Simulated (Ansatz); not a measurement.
**One atom moved along a line in SnO$_{2}$**

All numbers below come from DFT PBE, scalar-relativistic, plane waves, PAW (Ansatz). Settings: plane waves to 420 eV, k-mesh 6×6×8 (Γ-centred), Gaussian smearing 0.05 eV. No spin polarisation. Energies are free energies at this smearing, counted from the undisturbed cell; pressure is positive in compression.

The starting cell (relaxed at this level):

```
Sn O
1.0
     4.82770    0.00000    0.00000
     0.00000    4.82770    0.00000
     0.00000    0.00000    3.23799
Sn O
2 4
Direct
  0.00000 0.00000 0.00000
  0.50000 0.50000 0.50000
  0.30661 0.30661 0.00000
  0.19339 0.80661 0.50000
  0.69339 0.69339 0.00000
  0.80661 0.19339 0.50000
```

Atom 3 (O) is moved by x along the Cartesian unit vector (0.447, 0.447, -0.775); the cell and all other atoms stay fixed.

| x (Å) | ΔE (meV/cell) |
| --- | --- |
| -0.3000 | 544.2 |
| -0.2000 | 255.7 |
| -0.1000 | 68.4 |
| 0.0000 | 0.0 |
| 0.0500 | 19.8 |
| 0.1000 | 83.2 |
| 0.1500 | 198.4 |
| 0.2000 | 375.7 |
| 0.2500 | 628.8 |
| 0.3000 | 974.9 |

Problem. Predict the force along x on the moved atoms (eV/Å) at each point.

Solution.
| x (Å) | force along x on the moved atoms (eV/Å) |
| --- | --- |
| -0.3000 | 3.36 |
| -0.2000 | 2.40 |
| -0.1000 | 1.32 |
| 0.0000 | 0.00 |
| 0.0500 | -0.81 |
| 0.1000 | -1.76 |
| 0.1500 | -2.89 |
| 0.2000 | -4.25 |
| 0.2500 | -5.93 |
| 0.3000 | -7.99 |

Cost: 10 runs of about 3.7 core-minutes in all, on Arm Neoverse V1 (shared hosts).